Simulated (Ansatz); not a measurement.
**Property card for GaSb**

Theory: DFT PBE, scalar-relativistic, plane waves, PAW (Ansatz).

Plane waves to 420 eV, a k mesh through Γ of 12×12×12 on the computed 2-atom cell and Gaussian smearing (0.10 eV); no spin polarisation.

The structure is relaxed at this level of theory with its symmetry kept.

Symmetry: F-43m, No. 216, cubic system. Conventional cell: a = 6.214 Å, b = 6.214 Å, c = 6.214 Å, α = 90.00°, β = 90.00°, γ = 90.00°. Ga (site symmetry -43m) has 4 Sb at 2.69 Å as nearest neighbours. Sb (site symmetry -43m) is surrounded by 4 Ga at 2.69 Å.

| Item | Value |
| --- | --- |
| Volume per atom | 29.99 Å³ |
| Formation energy from the elements' standard states (uncorrected) | -0.166 eV/atom |
| Kohn–Sham band gap | zero, with almost no states at the Fermi level |
| Density of states at the Fermi level | 0.00 states/eV per cell (so small that it hangs on the mesh: a semimetal, or crossings between mesh points) |
| Löwdin character within 0.5 eV of the Fermi level | Sb 5p 63 %, Ga 4p 23 %, Ga 4s 7 % |
| Bader charges (e) | Ga (1 in the cell) 0.32, Sb (1 in the cell) -0.32 |

Spin-orbit coupling is left out, which matters for the bands of heavy elements.